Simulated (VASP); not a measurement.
# C (Fd-3m) in VASP: single point with r2SCAN

Aim: the single point of C with r2SCAN.

Program: VASP 6.6.1. These are calculated values, not measurements. Logs are shortened: lines on timing, memory, paths and dates and some standing lists are left out, and cuts for length are marked.

## (1) The structure

Symmetry: Fd-3m, No. 227, cubic system. The conventional cell has a = 3.557 Å, b = 3.557 Å, c = 3.557 Å, α = 90.00°, β = 90.00°, γ = 90.00°. C (site symmetry -43m) has 4 C at 1.54 Å as nearest neighbours.

The cell was built by a generator and needn't be a form met in nature.

## (2) Single point, r2SCAN

Contents of INCAR:

```
SYSTEM = C
PREC = Accurate
ENCUT = 450
EDIFF = 1E-6
ISMEAR = -1
SIGMA = 0.05
LREAL = .FALSE.
LASPH = .TRUE.
NELM = 100
ALGO = Normal
ISIF = 2
LWAVE = .FALSE.
LCHARG = .FALSE.
METAGGA = R2SCAN
LMIXTAU = .TRUE.
NBANDS = 166
```

Contents of KPOINTS:

```
regular mesh
0
G
  2 2 2
  0 0 0
```

Contents of POSCAR:

```
C
1.0
    7.1140000000      0.0000000000      0.0000000000
    0.0000000000      7.1140000000      0.0000000000
    0.0000000000      0.0000000000      7.1140000000
C
64
Direct
    0.5000000000      0.0000000000      0.0000000000
    0.7500000000      0.2500000000      0.0000000000
    0.7500000000      0.0000000000      0.2500000000
    0.0000000000      0.0000000000      0.0000000000
    0.2500000000      0.2500000000      0.0000000000
    0.5000000000      0.5000000000      0.0000000000
    0.7500000000      0.7500000000      0.0000000000
    0.2500000000      0.0000000000      0.2500000000
    0.5000000000      0.2500000000      0.2500000000
    0.7500000000      0.5000000000      0.2500000000
    0.5000000000      0.0000000000      0.5000000000
    0.7500000000      0.2500000000      0.5000000000
    0.7500000000      0.0000000000      0.7500000000
    0.0000000000      0.5000000000      0.0000000000
    0.2500000000      0.7500000000      0.0000000000
    0.0000000000      0.2500000000      0.2500000000
    0.2500000000      0.5000000000      0.2500000000
    0.5000000000      0.7500000000      0.2500000000
    0.0000000000      0.0000000000      0.5000000000
    0.2500000000      0.2500000000      0.5000000000
    0.5000000000      0.5000000000      0.5000000000
    0.7500000000      0.7500000000      0.5000000000
    0.2500000000      0.0000000000      0.7500000000
    0.5000000000      0.2500000000      0.7500000000
    0.7500000000      0.5000000000      0.7500000000
    0.0000000000      0.7500000000      0.2500000000
    0.0000000000      0.5000000000      0.5000000000
    0.2500000000      0.7500000000      0.5000000000
    0.0000000000      0.2500000000      0.7500000000
    0.2500000000      0.5000000000      0.7500000000
    0.5000000000      0.7500000000      0.7500000000
    0.0000000000      0.7500000000      0.7500000000
    0.6250000000      0.1250000000      0.1250000000
    0.8750000000      0.3750000000      0.1250000000
    0.8750000000      0.1250000000      0.3750000000
    0.1250000000      0.1250000000      0.1250000000
    0.3750000000      0.3750000000      0.1250000000
    0.6250000000      0.6250000000      0.1250000000
    0.8750000000      0.8750000000      0.1250000000
    0.3750000000      0.1250000000      0.3750000000
    0.6250000000      0.3750000000      0.3750000000
    0.8750000000      0.6250000000      0.3750000000
    0.6250000000      0.1250000000      0.6250000000
    0.8750000000      0.3750000000      0.6250000000
    0.8750000000      0.1250000000      0.8750000000
    0.1250000000      0.6250000000      0.1250000000
    0.3750000000      0.8750000000      0.1250000000
    0.1250000000      0.3750000000      0.3750000000
    0.3750000000      0.6250000000      0.3750000000
    0.6250000000      0.8750000000      0.3750000000
    0.1250000000      0.1250000000      0.6250000000
    0.3750000000      0.3750000000      0.6250000000
    0.6250000000      0.6250000000      0.6250000000
    0.8750000000      0.8750000000      0.6250000000
    0.3750000000      0.1250000000      0.8750000000
    0.6250000000      0.3750000000      0.8750000000
    0.8750000000      0.6250000000      0.8750000000
    0.1250000000      0.8750000000      0.3750000000
    0.1250000000      0.6250000000      0.6250000000
    0.3750000000      0.8750000000      0.6250000000
    0.1250000000      0.3750000000      0.8750000000
    0.3750000000      0.6250000000      0.8750000000
    0.6250000000      0.8750000000      0.8750000000
    0.1250000000      0.8750000000      0.8750000000
```

Potentials or basis: VASP PAW PBE potentials, release 64 (C).

Started as:

```bash
cat potpaw_PBE.64/C/POTCAR > POTCAR
mpirun -np 1 vasp_std > vasp.out
```

OUTCAR:

```text
SYSTEM = C
   PREC = Accurate
   ENCUT = 450
   EDIFF = 1E-6
   ISMEAR = -1
   LREAL = .FALSE.
   LASPH = .TRUE.
   NELM = 100
   ISIF = 2
   METAGGA = R2SCAN

 ion  position               nearest neighbor table
   1  0.500  0.000  0.000-  33 1.54  47 1.54  55 1.54  63 1.54
   2  0.750  0.250  0.000-  33 1.54  34 1.54  45 1.54  56 1.54
   3  0.750  0.000  0.250-  33 1.54  35 1.54  39 1.54  50 1.54
   4  0.000  0.000  0.000-  36 1.54  39 1.54  45 1.54  64 1.54
   5  0.250  0.250  0.000-  36 1.54  37 1.54  55 1.54  61 1.54
   6  0.500  0.500  0.000-  37 1.54  38 1.54  56 1.54  62 1.54
[... 56 lines left out ...]
  63  0.625  0.875  0.875-   1 1.54   7 1.54  13 1.54  31 1.54
  64  0.125  0.875  0.875-   4 1.54  15 1.54  23 1.54  32 1.54

  LATTYP: Found a simple cubic cell.
 ALAT       =     7.1140000000

  Lattice vectors:

 A1 = (   7.1140000000,   0.0000000000,   0.0000000000)
 A2 = (   0.0000000000,   7.1140000000,   0.0000000000)
 A3 = (   0.0000000000,   0.0000000000,   7.1140000000)

Analysis of symmetry for initial positions (statically):
=====================================================================
 Subroutine PRICEL returns following result:

  LATTYP: Found a face centered cubic cell.
 ALAT       =     3.5570000000

  Lattice vectors:

 A1 = (   1.7785000000,  -1.7785000000,   0.0000000000)
 A2 = (   1.7785000000,   0.0000000000,   1.7785000000)
 A3 = (   0.0000000000,  -1.7785000000,   1.7785000000)

  32 primitive cells build up your supercell.

 Routine SETGRP: Setting up the symmetry group for a
 simple cubic supercell.

 Subroutine GETGRP returns: Found 48 space group operations
 (whereof 24 operations were pure point group operations)
 out of a pool of 48 trial point group operations.

The static configuration has the point symmetry T_d .
 The point group associated with its full space group is O_h .

Analysis of symmetry for dynamics (positions and initial velocities):
=====================================================================
 Subroutine PRICEL returns following result:

  LATTYP: Found a face centered cubic cell.
 ALAT       =     3.5570000000

  Lattice vectors:

 A1 = (   1.7785000000,  -1.7785000000,   0.0000000000)
 A2 = (   1.7785000000,   0.0000000000,   1.7785000000)
 A3 = (   0.0000000000,  -1.7785000000,   1.7785000000)

  32 primitive cells build up your supercell.

 Routine SETGRP: Setting up the symmetry group for a
 simple cubic supercell.

 Subroutine GETGRP returns: Found 48 space group operations
 (whereof 24 operations were pure point group operations)
 out of a pool of 48 trial point group operations.

The dynamic configuration has the point symmetry T_d .
 The point group associated with its full space group is O_h .

 Subroutine INISYM returns: Found 48 space group operations
 (whereof 24 operations are pure point group operations),
 and found    32 'primitive' translations

----------------------------------------------------------------------------------------

                                     Primitive cell

  volume of cell :      11.2510

  direct lattice vectors                    reciprocal lattice vectors
     1.778500000 -1.778500000  0.000000000     0.281135789 -0.281135789 -0.281135789
     1.778500000  0.000000000  1.778500000     0.281135789  0.281135789  0.281135789
     0.000000000 -1.778500000  1.778500000    -0.281135789 -0.281135789  0.281135789

  length of vectors
     2.515178821  2.515178821  2.515178821     0.486941470  0.486941470  0.486941470

  position of ions in fractional coordinates (direct lattice)
     1.000000000  0.000000000  0.000000000
     0.750000000  0.750000000  0.750000000

  ion indices of the primitive-cell ions
   primitive index   ion index
                 1           1
                 2          33

----------------------------------------------------------------------------------------

 KPOINTS: regular mesh

Automatic generation of k-mesh.
 Grid dimensions read from file:
 generate k-points for:    2    2    2

 Generating k-lattice:

  Cartesian coordinates                     Fractional coordinates (reciprocal lattice)
     0.070283947  0.000000000  0.000000000     0.500000000  0.000000000  0.000000000
     0.000000000  0.070283947  0.000000000     0.000000000  0.500000000  0.000000000
     0.000000000  0.000000000  0.070283947     0.000000000  0.000000000  0.500000000

  Length of vectors
     0.070283947  0.070283947  0.070283947

  Shift w.r.t. Gamma in fractional coordinates (k-lattice)
     0.000000000  0.000000000  0.000000000

 Subroutine IBZKPT returns following result:
 ===========================================

 Found      4 irreducible k-points:

 Following reciprocal coordinates:
            Coordinates               Weight
  0.000000  0.000000  0.000000      1.000000
  0.500000  0.000000  0.000000      3.000000
  0.500000  0.500000  0.000000      3.000000
  0.500000  0.500000  0.500000      1.000000
   k-points           NKPTS =      4   k-points in BZ     NKDIM =      4   number of bands    NBANDS=    166
   number of dos      NEDOS =    301   number of ions     NIONS =     64
   total plane-waves  NPLWV = 125000
   dimension x,y,z NGX =    50 NGY =   50 NGZ =   50
   dimension x,y,z NGXF=   100 NGYF=  100 NGZF=  100
   ions per type =              64
   NGX,Y,Z   is equivalent  to a cutoff of  11.68, 11.68, 11.68 a.u.
   NGXF,Y,Z  is equivalent  to a cutoff of  23.37, 23.37, 23.37 a.u.
 SYSTEM =  C
   PREC   = accura    normal or accurate (medium, high low for compatibility)
   ISTART =      0    job   : 0-new  1-cont  2-samecut
   ICHARG =      2    charge: 1-file 2-atom 10-const
   ISPIN  =      1    spin polarized calculation?
   LNONCOLLINEAR =      F non collinear calculations
   LSORBIT =      F    spin-orbit coupling
   LASPH  =      T    aspherical Exc in radial PAW
   ENCUT  =  450.0 eV  33.07 Ry    5.75 a.u.  12.30 12.30 12.30*2*pi/ulx,y,z
   NELM   =    100;   NELMIN=  2; NELMDL= -5     # of ELM steps
   EDIFF  = 0.1E-05   stopping-criterion for ELM
   LREAL  =      F    real-space projection
   EDIFFG = 0.1E-04   stopping-criterion for IOM
   NSW    =      0    number of steps for IOM
   IBRION =     -1    ionic relax: 0-MD 1-quasi-New 2-CG
   NFREE  =      0    steps in history (QN), initial steepest desc. (CG)
   ISIF   =      2    stress and relaxation
   ISYM   =      2    0-nonsym 1-usesym 2-fastsym
   POTIM  = 0.5000    time-step for ionic-motion
   TEBEG  =    0.0;   TEEND  =   0.0 temperature during run
   PSTRESS=    0.0 pullay stress
   NELECT =     256.0000    total number of electrons
   NUPDOWN=      -1.0000    fix difference up-down
   EMIN   =  10.00;   EMAX   =-10.00  energy-range for DOS
   EFERMI =   0.00;   METHOD = LEGACY
   ISMEAR =    -1;   SIGMA  =   0.05  broadening in eV -4-tet -1-fermi 0-gaus
   EFERMI_NEDOS =   21; number of points for ismear=-14 and -15
   IALGO  =     38    algorithm
   IMIX   =      4    mixing-type and parameters
     AMIX     =   0.40;   BMIX     =  1.00
     AMIX_MAG =   1.60;   BMIX_MAG =  1.00
  volume/ion in A,a.u.               =       5.63        37.96
  Fermi-wavevector in a.u.,A,eV,Ry     =   1.461193  2.761255 29.049600  2.135085
  Thomas-Fermi vector in A             =   2.577554
   LORBIT       =      0    0 simple, 1 ext, 2 COOP (PROOUT), +10 PAW based schemes
   METAGGA = R2SCAN    functional components
   LHFCALC =     F    Hartree Fock is set to
   AEXX    =    0.0000 exact exchange contribution
   IVDW    =     0    specifies the selected vdW correction
   LEPSILON=     F    determine dielectric tensor
   LRPA    =     F    only Hartree local field effects (RPA)
 non-spin polarized calculation
  energy-cutoff  :      450.00
  volume of cell :      360.03
 maximum number of plane-waves:      7856
 NGX is ok and might be reduce to    50
   NGX = 25   NGY = 25   NGZ = 25

 number of electron     255.9999964 magnetization

 Free energy of the ion-electron system (eV)
  ---------------------------------------------------
  ext. energy  EPLUGINS =         0.00000000
  ---------------------------------------------------
  free energy    TOTEN  =      -629.10596815 eV

  energy without entropy =     -629.10596815  energy(sigma->0) =     -629.10596815

 E-fermi :  11.0417     XC(G=0): -14.3025

 val. band max:        9.8326086502   @ k =   0.0000   0.0000   0.0000
 cond. band min:      14.1784881775   @ k =   0.5000   0.0000   0.0000
 fundamental gap:      4.3458795274
 Fermi energy:        11.0417117287

 k-point     1 :       0.0000    0.0000    0.0000
  band No.  band energies     occupation
      1     -12.9761      2.00000
      2     -10.5756      2.00000
      3     -10.5756      2.00000
      4     -10.5756      2.00000
      5     -10.5756      2.00000
      6     -10.5756      2.00000
[... 132 lines left out ...]
    139      14.8507      0.00000
    140      14.8507      0.00000

 k-point     2 :       0.5000    0.0000    0.0000
  band No.  band energies     occupation
      1     -12.3710      2.00000
      2     -12.3710      2.00000
      3      -9.9929      2.00000
      4      -9.9929      2.00000
      5      -9.9929      2.00000
      6      -9.9929      2.00000
[... 132 lines left out ...]
    139      16.7602      0.00000
    140      16.7602      0.00000

 k-point     3 :       0.5000    0.5000    0.0000
  band No.  band energies     occupation
      1     -11.7703      2.00000
      2     -11.7703      2.00000
      3     -11.7703      2.00000
      4     -11.7703      2.00000
      5      -9.4224      2.00000
      6      -9.4224      2.00000
[... 132 lines left out ...]
    139      16.5019      0.00000
    140      16.5019      0.00000

 k-point     4 :       0.5000    0.5000    0.5000
  band No.  band energies     occupation
      1     -11.1752      2.00000
      2     -11.1752      2.00000
      3     -11.1752      2.00000
      4     -11.1752      2.00000
      5     -11.1752      2.00000
      6     -11.1752      2.00000
[... 132 lines left out ...]
    139      16.2380      0.00000
    140      16.2380      0.00000
 [bands above 140 left out]

------------------------ aborting loop because EDIFF is reached ----------------------------------------

  FORCE on cell =-STRESS in cart. coord.  units (eV):
  Direction    XX          YY          ZZ          XY          YZ          ZX
  --------------------------------------------------------------------------------------
  -------------------------------------------------------------------------------------
  Total        4.6149259      4.6149259      4.6149259      0.0000000     -0.0000000      0.0000000
  in kB       20.5368452     20.5368452     20.5368452      0.0000000     -0.0000000      0.0000000
  external PRESSURE =      20.5368452 kB  Pullay stress =       0.0000000 kB

 VOLUME and BASIS-vectors are now :
 -----------------------------------------------------------------------------
  energy-cutoff  :      450.00
  volume of cell :      360.03
      direct lattice vectors                 reciprocal lattice vectors
     7.114000000  0.000000000  0.000000000     0.140567894  0.000000000  0.000000000
     0.000000000  7.114000000  0.000000000     0.000000000  0.140567894  0.000000000
     0.000000000  0.000000000  7.114000000     0.000000000  0.000000000  0.140567894

 POSITION                                       TOTAL-FORCE (eV/Angst)
 -----------------------------------------------------------------------------------
      3.55700      0.00000      0.00000         0.000000      0.000000      0.000000
      5.33550      1.77850      0.00000        -0.000000      0.000000     -0.000000
      5.33550      0.00000      1.77850        -0.000000      0.000000      0.000000
      0.00000      0.00000      0.00000        -0.000000      0.000000     -0.000000
      1.77850      1.77850      0.00000         0.000000      0.000000      0.000000
      3.55700      3.55700      0.00000        -0.000000      0.000000     -0.000000
[... 56 lines left out ...]
      4.44625      6.22475      6.22475        -0.000000     -0.000000     -0.000000
      0.88925      6.22475      6.22475         0.000000     -0.000000     -0.000000
 -----------------------------------------------------------------------------------
    total drift:                               -0.000001     -0.000001      0.000000

  FREE ENERGIE OF THE ION-ELECTRON SYSTEM (eV)
  ---------------------------------------------------
  free  energy   TOTEN  =      -629.1059681497 eV

  energy  without entropy=     -629.1059681497  energy(sigma->0) =     -629.10596815
```

Wall time 10 min (1 thread of Intel Xeon 6975P-C (Granite Rapids), shared host); peak memory 0.44 GiB.

What came out:

```
Free energy            : -629.1060 eV
Band gap on the k mesh : 4.35 eV
```

Caveat: the k mesh is coarse (spacing up to 0.44 Å⁻¹), so the values aren't converged; the cutoff is under 1.25 times the usual one of these potentials, so pressure, stress and relaxed cells hold a basis-set (Pulay) error; the PAW data sets were made with another functional, which shifts forces and pressure a little. r2SCAN opens gaps a little over a GGA but as a rule still falls short of measured ones.
